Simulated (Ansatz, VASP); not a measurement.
One calculation of CsI, two programs

```
Cs I
1.0
     4.50498    0.00000    0.00000
     0.00000    4.50498    0.00000
     0.00000    0.00000    4.50498
Cs I
1 1
Direct
  0.00000 0.00000 0.00000
  0.50000 0.50000 0.50000
```

Change from the starting cell: volume scaled by 0.96.

Alike in both runs: task single point; functional PBE; k mesh 6 × 6 × 6; occupations fermi-dirac, width 0.05 eV; no spin polarisation.

```csv
,VASP,Ansatz
version,VASP 6.6.1,Ansatz 0.2.0
potentials or method,"VASP PAW PBE potentials, release 64 (Cs_sv, I), cutoff 520 eV","all-electron LAPW, scalar-relativistic"
```

|  | VASP | Ansatz | Ansatz less VASP |
| --- | --- | --- | --- |
| gap on the k mesh at the Fermi level (eV) | 4.02 | 4.03 | +0.015 |
| least direct gap on the mesh (eV) | 4.10 | 4.11 | +0.011 |
| pressure (GPa) | 1.4 | 1.4 | -0.05 |

Ansatz ran all-electron here, so the differences hold the error of VASP's frozen core and of both bases.

Caveats: spin-orbit coupling is left out, which moves the levels of the heavy elements. A k mesh can miss the band edges.
